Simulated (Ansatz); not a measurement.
# NaH: the cost of one run

Computed with Ansatz 0.2.0 (reference: DFT, HSE06, plane waves, PAW, unless a step's input says otherwise).

3 further runs of the same task are left out: 3 that didn't finish.

### 1 The starting structure

It takes space group Fm-3m (No. 225, cubic). The conventional cell has a = 4.795 Å, b = 4.795 Å, c = 4.795 Å, α = 90.00°, β = 90.00°, γ = 90.00°. Na (site symmetry m-3m) has 6 H at 2.40 Å as nearest neighbours. H (site symmetry m-3m) has 6 Na at 2.40 Å as nearest neighbours.

Structure file:

```cif
data_structure
_symmetry_space_group_name_H-M 'P 1'
_symmetry_Int_Tables_number 1
_cell_length_a 3.3906
_cell_length_b 3.3906
_cell_length_c 3.3906
_cell_angle_alpha 60.000
_cell_angle_beta 60.000
_cell_angle_gamma 60.000
_cell_volume 27.56
loop_
_atom_site_label
_atom_site_type_symbol
_atom_site_fract_x
_atom_site_fract_y
_atom_site_fract_z
_atom_site_occupancy
Na1 Na 0.00000 0.00000 0.00000 1
H1 H 0.50000 0.50000 0.50000 1
```

### 2 The reference run

input.yaml reads:

```yaml
crystal:
  lattice:
    - [0.0, 2.3975122873, 2.3975122873]
    - [2.3975122873, 0.0, 2.3975122873]
    - [2.3975122873, 2.3975122873, 0.0]
  atoms:
    - { symbol: Na, position: [0.0, 0.0, 0.0] }
    - { symbol: H, position: [0.5, 0.5, 0.5] }
kpoints:
  mp_grid: { grid: [4, 4, 4] }
hamiltonian:
  xc: hse06
scf:
  occupations: { method: fixed }
  n_extra_bands: 4
output:
  forces: true
  stress: true
  eigenvalues: true
```

Launch:

```
> ansatz run input.yaml --threads 4 --pin off --max-ram 3686MiB --backend cpu --events-out ev --progress --plain --runs-dir out
```

What time and memory should one allow on 4 threads of an Arm CPU, shared host?

About 1.9 s, with a peak of 0.38 GiB.
